Why does magnetism swell a manganese crystal by about 18 % and a nickel crystal by only 1 %? And why does chromium swell more than cobalt, although spin lowers its energy far less? The answer lies in what unpaired spins cost in bonding, and in how that cost changes as the crystal expands.

Simple cubic crystals of the 3d metals Cr to Ni, each relaxed in the lowest-energy state among the magnetic starts tried. The calculations use Ansatz 0.2.0 with the RPBE functional, scalar-relativistic PAW, a 420 eV plane-wave cutoff and Fermi-Dirac smearing. The PAW datasets were made for PBE, not for RPBE. The magnetic runs have collinear spin and a smearing width of 0.05 eV; the runs behind the columns marked "without spin" have a width of 0.1 eV. The energy gain compares the two kinds of run, with energies extrapolated to zero smearing, which reduces the effect of the different widths but need not remove it.

| element | Z | valence electrons | k mesh | largest site moment, RPBE (μB) | volume per atom, RPBE (Å³) | volume without spin, RPBE (Å³) | energy gain from spin, RPBE (meV/atom) | bulk modulus, RPBE (GPa) | bulk modulus without spin, RPBE (GPa) | volume per atom, RPBE over volume without spin, RPBE, less one (%) |
| --- | --- | --- | --- | --- | --- | --- | --- | --- | --- | --- |
| Cr | 24 | 6 | 12×12×12 | 2.35 | 14.93 | 13.15 | 51 | 43.3 | 174 | 13.6 |
| Mn | 25 | 7 | 13×13×13 | 2.59 | 14.33 | 12.17 | 348 | 67.2 | 198 | 17.8 |
| Fe | 26 | 8 | 15×15×15 | 2.42 | 13.77 | 11.93 | 438 | 103 | 193 | 15.5 |
| Co | 27 | 9 | 15×15×15 | 1.94 | 13.25 | 12.20 | 329 | 130 | 169 | 8.6 |
| Ni | 28 | 10 | 13×13×13 | 0.63 | 13.06 | 12.95 | 22 | 120 | 132 | 0.9 |

## What happens

The swelling ranks as the site moment does: Mn, Fe, Cr, Co, Ni. It doesn't rank as the energy gain does. Cobalt gains more than six times as much energy from spin as chromium, yet it swells by 8.6 % against chromium's 13.6 %.

Spin also changes the course of the volumes along the row. Without spin the volume is smallest at iron. The d bonding is strongest near the middle of the row and weakens as antibonding states fill, but the growing nuclear charge also draws the atoms in, which moves the minimum a little past the middle. With spin the volume falls at every step from chromium to nickel, since the two largest swellings, in manganese and iron, come where the spinless metals are most compact.

## Why spin pushes the atoms apart

The d electrons bind a metal by filling the lower, bonding part of a band. To leave spins unpaired, some electrons must move to higher states that bind less or work against the bond. Bringing the atoms closer broadens the band and makes this move dearer, while expansion makes it cheaper. A magnetic crystal therefore pushes outward.

A simple band shows how the cost grows. Let each spin have a d band with room for five electrons, its states spread evenly over a width W. If n electrons of one spin fill it from the bottom, they contribute a bond energy of −W n(5 − n)/10. Moving electrons from one spin to the other until the moment is m, in Bohr magnetons (μB), then costs W m²/20. Twice the moment costs four times the bonding, and the outward push should grow in the same way.

This picture fits the ferromagnets Fe, Co and Ni directly. Chromium and manganese are antiferromagnets here, with opposite moments on neighbouring atoms. An electron of given spin then meets a low level on one atom and a high level on the next, which hinders its motion between them and weakens the bond to similar effect.

The moment itself has two limits. In nickel the d shell is nearly full, so few electrons can stay unpaired. Chromium has enough d electrons for a large moment, but its d orbitals reach further. At a given volume its bands should therefore be broader and unpairing costlier. Manganese lies between these limits and has the largest moment. In the 4d row below, bands are broader still and exchange is weaker, so the bulk metals are generally non-magnetic and their volumes keep the dip of the spinless column.

## How large the effect is

The push can be read from the pressure of the magnetic crystal when it is held near its spinless volume. Dividing that push by the spinless bulk modulus, the resistance to a change of volume, gives an estimate of the swelling. Because the pressure comes from the magnetic calculation itself, this tests whether the initial push is enough, not where the push comes from.

For cobalt the pressure is 12.7 GPa. The cell is slightly smaller than the spinless volume, which accounts for about 0.2 GPa and leaves a push of 12.5 GPa. Divided by 169 GPa, this gives a swelling of 7.4 %, close to the computed 8.6 %. The same steps give nickel's 0.9 %, although so small an effect may feel the choice of k mesh and the wider smearing of the spinless run.

For chromium the estimate is only 3.8 %, too small by a factor of 3.5. The main reason is that its moment doesn't stay fixed. Near the spinless volume it is 1.41 μB, and in the relaxed crystal it is 2.35 μB. Expansion narrows the band, a narrower band allows a larger moment, and the larger moment pushes harder.

The squared moment grows by a factor of 2.8 on the way. If the push grows in proportion, the estimate rises to about 3.8 % × 2.8 ≈ 11 %, which recovers most of the swelling. A metal also softens as it is stretched, which should add to the rise. Manganese and iron fall between chromium and cobalt: the initial push explains much of their swelling, but not the whole. There too the growing moment and the ordinary softening act together, and the two can't be separated cleanly. Their estimates are also rougher, because the smallest cells computed with spin are still 3.8 % (manganese) and 2.0 % (iron) larger than the spinless volume, and the iron run used here carries a warning that no stability check was made.

## Why a small energy gain can hide a large swelling

The energy gain is what remains after two large terms oppose each other. Exchange rewards unpaired spins, and the lost bonding penalises them. Exchange acts mainly inside the atom and, for a given moment, hardly changes with volume, so the outward push comes chiefly from the bonding term. The two terms can nearly cancel in the energy while the push remains.

Chromium comes close to this case. Near its spinless volume, spin lowers the energy by only about 19 meV per atom. Expansion adds another 32 meV, which is most of the total gain of 51 meV. The 32 meV comes from magnetic runs alone, while the 19 meV also rests on the spinless run with its wider smearing and is therefore less certain. In cobalt, expansion supplies only about an eighth of the gain.

## Why chromium becomes so soft

A moment that responds to volume also makes a crystal easier to compress. Under pressure the moment shrinks, the outward push eases, and the crystal yields further. Chromium, whose squared moment changes fastest with volume, loses about 75 % of its bulk modulus; nickel, where it changes slowest, loses about 9 %.

Stretching itself also softens a metal and accounts for part of these losses, but it doesn't explain their order. Iron swells more than chromium but loses only 47 % of its stiffness. Chromium's pressure curve is uneven, so its magnetic bulk modulus is less certain than the others: the energy curve gives 43 GPa and the pressures give 38 GPa. Either value leaves it by far the softest of the five.

## What to do about it

- **Judge the volume by the moment, not by the energy gain.** In these five metals the swelling is 2.3 to 2.7 % per squared Bohr magneton. This is a rule of thumb for this series, because stiffness and the growth of the moment are mixed into it.
- **Let the moment relax at every volume.** A moment frozen at its value in the compact crystal would miss most of chromium's swelling and much of its softening.
- **Compare magnetic orders before relying on a value.** Each metal is in the lowest state among the starts tried, and another order could lie lower. For chromium, compare functionals too: RPBE tends to give larger volumes than PBE, and a larger volume favours a larger moment.
- **Don't use these values as material data.** Simple cubic is not the natural structure of any of these metals, and the crystals may be unstable once the symmetry is released.

The printed output below gives the pushes, the estimates and the growth of the moments for each metal.

Printed output of the fit:

```
Swelling and softening:
  row  volume rise in %  rise per squared moment in % per muB2  bulk modulus lost in %  bulk modulus from pressures in GPa
   Cr              13.6                                  2.463                   75.11                               38.47
   Mn              17.8                                  2.654                   66.06                               65.45
   Fe              15.5                                  2.647                   46.63                               105.4
   Co               8.6                                  2.285                   23.08                               134.5
   Ni               0.9                                  2.268                   9.091                               127.7
Push of spin near the spinless volume:
  row  cell off spinless volume in %  site moment there in muB  pressure with spin in GPa  push of spin in GPa  push per squared moment in GPa per muB2
   Cr                        -0.2721                     1.408                      7.156                6.682                                    3.371
   Mn                          3.833                       2.1                      13.02                20.47                                    4.642
   Fe                          1.987                      2.23                      19.55                23.35                                    4.695
   Co                        -0.1404                     1.825                       12.7                12.47                                    3.743
   Ni                        0.08849                     0.625                      1.079                1.196                                    3.061
Push over spinless stiffness against the computed rise:
  row  estimated rise in %  computed rise in %  computed over estimated
   Cr                 3.84                13.6                    3.541
   Mn                10.34                17.8                    1.722
   Fe                 12.1                15.5                    1.281
   Co                7.376                 8.6                    1.166
   Ni               0.9059                 0.9                   0.9935
Growth of the moment on expansion:
  row  gain up to the relaxed volume in muB  gain from factor 0.96 to 1.04 in muB  gain of squared moment from 0.96 to 1.04 in muB2
   Cr                                 0.942                                 0.471                                              2.17
   Mn                                  0.49                                 0.315                                             1.629
   Fe                                  0.19                                 0.164                                            0.7984
   Co                                 0.115                                 0.064                                            0.2488
   Ni                                 0.005                                 0.133                                             0.169
Cr, squared moment at relaxed volume over that near spinless volume: 2.786
Cr, energy released by expansion with spin (meV/atom): 31.95
Cr, share of the energy gain from expansion (%): 62.65
Cr, energy gain left near the spinless volume (meV/atom): 19.05
Co, energy released by expansion with spin (meV/atom): 41.1
Co, share of the energy gain from expansion (%): 12.49
Energy gain of Co over that of Cr: 6.451
Volume without spin, Fe less Cr (A3): -1.22
Volume without spin, Ni less Fe (A3): 1.02
Volume with spin, Ni less Cr (A3): -1.87
```
